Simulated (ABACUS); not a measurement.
Crystal: Al.

```
Al
1.0
     2.86351    0.00000    0.00000
     1.43175    2.47987    0.00000
     1.43175    0.82662    2.33804
Al
1
Direct
  0.00000 0.00000 0.00000
```

| Property | Result |
| --- | --- |
| Program | ABACUS 3.10.1 |
| Task | relaxation of cell and atoms |
| Functional | RPBE |
| Potentials or basis | SG15 ONCV 1.2 PBE |
| Cutoff | 816 eV |
| Density cutoff | 3265 eV |
| Basis | plane waves |
| k mesh | 9 × 9 × 9 |
| Occupations | fermi-dirac, width 0.05 eV |
| Spin | no spin polarisation |

At the start: pressure 0.9 GPa; volume 16.60 Å³/atom.

How do energy, volume and symmetry change on relaxing?

Over 8 steps the energy falls by 2.7 meV/atom and the volume is 16.81 Å³/atom (+1.3 %); space group Fm-3m (No. 225, to 0.05 Å).

Step by step:
```csv
step,energy change (eV),largest force (eV/Å),pressure (GPa),volume (Å³)
1,0.0000,0.0000,0.92,16.60
2,-0.0007,0.0000,0.68,16.65
3,-0.0018,0.0000,0.28,16.73
4,-0.0029,0.0000,-0.18,16.83
5,-0.0029,0.0000,-0.17,16.83
6,-0.0028,0.0000,-0.15,16.83
7,-0.0027,0.0000,-0.12,16.82
8,-0.0027,0.0000,-0.08,16.81
```

Final structure:
```yaml
crystal:
  lattice:
    - [2.87540, 0.00000, 0.00000]
    - [1.43770, 2.49017, 0.00000]
    - [1.43770, 0.83006, 2.34775]
  atoms:
    - { symbol: Al, position: [0.00000, 0.00000, 0.00000] }
```

Caveat: the potentials were made for another functional, which shifts forces and pressure.
